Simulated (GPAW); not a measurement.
Here is a GPAW 26.7.0 calculation.

The input run.py:

```python
from ase import Atoms
from ase.eos import EquationOfState
from ase.io import Trajectory
from ase.units import GPa
from ase.parallel import parprint
from gpaw import GPAW, PW, setup_paths

setup_paths.insert(0, '.')

atoms = Atoms(['Mo', 'S', 'S'],
              cell=[[1.5855, 0.9153888518, 6.1149966667],
                    [-1.5855, 0.9153888518, 6.1149966667],
                    [0.0, -1.8307777036, 6.1149966667]],
              scaled_positions=[[0.0, 0.0, 0.0],
                                [0.25, 0.25, 0.25],
                                [0.75, 0.75, 0.75]],
              pbc=True)

traj = Trajectory('eos.traj', 'w')
volumes, energies = [], []
for x in [0.94, 0.96, 0.98, 1.0, 1.02, 1.04, 1.06]:
    a = atoms.copy()
    a.set_cell(atoms.cell * x**(1 / 3), scale_atoms=True)
    calc = GPAW(mode=PW(600),
                xc='PBEsol',
                kpts={'size': (10, 10, 10), 'gamma': True},
                occupations={'name': 'fermi-dirac', 'width': 0.05},
                nbands=25,
                convergence={'density': 1e-05, 'energy': 1e-05},
                maxiter=150,
                txt=f'eos-{x:.2f}.txt')
    a.calc = calc
    energies.append(a.get_potential_energy(force_consistent=True))
    volumes.append(a.get_volume())
    p = -a.get_stress()[:3].mean() / GPa
    calc.write(f'eos-{x:.2f}.gpw')
    traj.write(a)
    parprint(f'{x:.2f} {volumes[-1]:10.4f} A^3 {energies[-1]:14.6f} eV {p:9.3f} GPa', flush=True)

v0, e0, B = EquationOfState(volumes, energies, eos='birchmurnaghan').fit()
parprint(f'V0 = {v0:.4f} A^3, E0 = {e0:.6f} eV, B0 = {B / GPa:.2f} GPa')
```

Potentials or basis: PAW data sets generated in the run's folder for this functional, pw.

Launch:

```bash
$ gpaw-setup -f PBEsol Mo S
$ OMP_NUM_THREADS=1 mpirun -n 4 gpaw python run.py
```

(1) Predict the bulk modulus at fixed shape and positions.

(2) Estimate the equilibrium volume.

Results:

(1) 144 GPa.

(2) 18.09 Å³/atom.

Caveat: the cell was scaled at fixed shape and fractional positions, which overstates the stiffness of a crystal with free parameters, most of all of layers and chains; the program warned that so skewed a cell can give wrong results.
